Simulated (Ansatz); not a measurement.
**Te2Mo in Ansatz: convergence with smearing width**

The system is Te2Mo.

```xyz
6
Lattice="3.5182 0.0000 0.0000 -1.7591 3.0469 0.0000 0.0000 0.0000 13.9736" Properties=species:S:1:pos:R:3 pbc="T T T"
Te    1.7591    1.0156    5.2960
Te    0.0000    2.0312   12.2828
Te    1.7591    1.0156    1.6908
Te    0.0000    2.0312    8.6776
Mo    1.7591    1.0156   10.4802
Mo    0.0000    2.0312    3.4934
```

```yaml
Program: Ansatz 0.2.0
Task: convergence study
Functional: PBEsol
Potentials_or_basis: JTH PAW
Cutoff: "1800 eV (not typed: the program's choice for these potentials)"
k_mesh: 7 × 7 × 2
Occupations: fermi-dirac, width 0.3 eV
Spin: no spin polarisation
```

These are the settings of the first run; the series varies smearing width, with any setting tied to it.

Hardware: 2 threads of Intel(R) Xeon(R) Processor @ 2.50GHz (Skylake/Cascade Lake) (shared host).

| smearing width | energy less the tightest run, at zero smearing (meV/atom) | pressure (GPa) | largest force (eV/Å) | SCF cycles | CPU time (s) | peak memory (GiB) |
| --- | --- | --- | --- | --- | --- | --- |
| 0.3 eV | 23.79 | 0.36 | 0.139 | 8 | 71 | 1.4 |
| 0.2 eV | 6.46 | 0.01 | 0.074 | 8 | 71 | 1.4 |
| 0.15 eV | 2.00 | -0.05 | 0.057 | 9 | 80 | 1.4 |
| 0.1 eV | 0.26 | -0.07 | 0.051 | 9 | 69 | 1.3 |
| 0.05 eV | 0.00 | -0.07 | 0.050 | 9 | 66 | 1.4 |
| 0.025 eV | 0.00 | -0.07 | 0.050 | 9 | 68 | 1.4 |
| 0.01 eV | 0.00 | -0.07 | 0.050 | 9 | 73 | 1.4 |
| 0.005 eV | 0.00 | -0.07 | 0.050 | 9 | 71 | 1.3 |

Against the tightest run, the energy stays within 1 meV/atom from 0.1 eV on; the pressure stays within 0.1 GPa from 0.2 eV on; the largest force stays within 0.005 eV/Å from 0.1 eV on. The tightest run that finished is the yardstick and may itself not be fully converged.

Caveat, for the tightest run too: this functional lacks dispersion, which binds the layers, so the pressure and a relaxed spacing across them are unreliable.
